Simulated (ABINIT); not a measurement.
Runs of ABINIT 10.8.3 (patched build) on TiB2. It takes space group P6/mmm (No. 191, hexagonal). Conventional cell: a = 3.029 Å, b = 3.029 Å, c = 3.228 Å, α = 90.00°, β = 90.00°, γ = 120.00°. Around Ti (site symmetry 6/mmm) lie 12 B at 2.38 Å. B (site symmetry -6m2) has 3 B at 1.75 Å as nearest neighbours. 

```csv
task,level,potentials or basis,cell,k mesh,cutoff (eV),fine-grid cutoff,cell freedom (optcell),cutoff smearing ecutsm (Ha),optimiser (ionmov),force stop (Ha/bohr),mesh quality,gap on the mesh (eV),pressure (GPa),V0 of scaled cells (Å³/atom),B0 (GPa)
equation of state,rPW86PBE,JTH PAW PBE v2.0,as given,10 × 10 × 8,408,816.342 eV,-,-,-,-,not flagged,-,-,8.69,(c)
relaxation of cell and atoms,revPBE+D3,JTH PAW PBE v2.0,relaxed,10 × 10 × 8,408,816.342 eV,1,0.5,22,0.0005,not flagged,none,0.1,-,-
band structure,LDA,JTH PAW LDA v2.0,as given,10 × 10 × 8,408,816.342 eV,-,-,-,-,not flagged,none,(b),-,-
single point,r2SCAN,JTH PAW PBE v2.0,as given,6 × 6 × 5,490,979.61 eV,-,-,-,-,coarse,none,-0.9,-,-
equation of state,PW91,JTH PAW PBE v2.0,as given,10 × 10 × 8,408,816.342 eV,-,-,-,-,not flagged,-,-,(a),254
equation of state,HCTH407,JTH PAW PBE v2.0,as given,10 × 10 × 8,408,816.342 eV,-,-,-,-,not flagged,-,-,8.32,267
band structure,HCTH407,JTH PAW PBE v2.0,as given,10 × 10 × 8,408,816.342 eV,-,-,-,-,not flagged,none,-7.3,-,-
band structure,PBEsol,PseudoDojo NC SR PBEsol v0.4.1 standard,as given,10 × 10 × 8,1143,-,-,-,-,-,not flagged,none,-4.7,-,-
```

Alike in all rows: no spin polarisation; smearing fermi-dirac 0.05 eV.

Estimate the missing entries.

(a) 8.58; (b) -10.7; (c) 247.

Caveats: some runs use coarse meshes; the atomic spheres overlap (some runs); the PAW data sets were made with another functional, which shifts forces and pressure a little (some runs); pressures at fixed basis lie under the slope of the energies (some runs); the cell was scaled at fixed shape and fractional positions, which overstates the stiffness of a crystal with free parameters, most of all of layers and chains (some runs); pairwise dispersion overbinds metals, which lowers pressure and volume (some runs).

A gap of «none» marks a metal or a gap under the smearing width.

Runs at the PBE level aren't shown here.
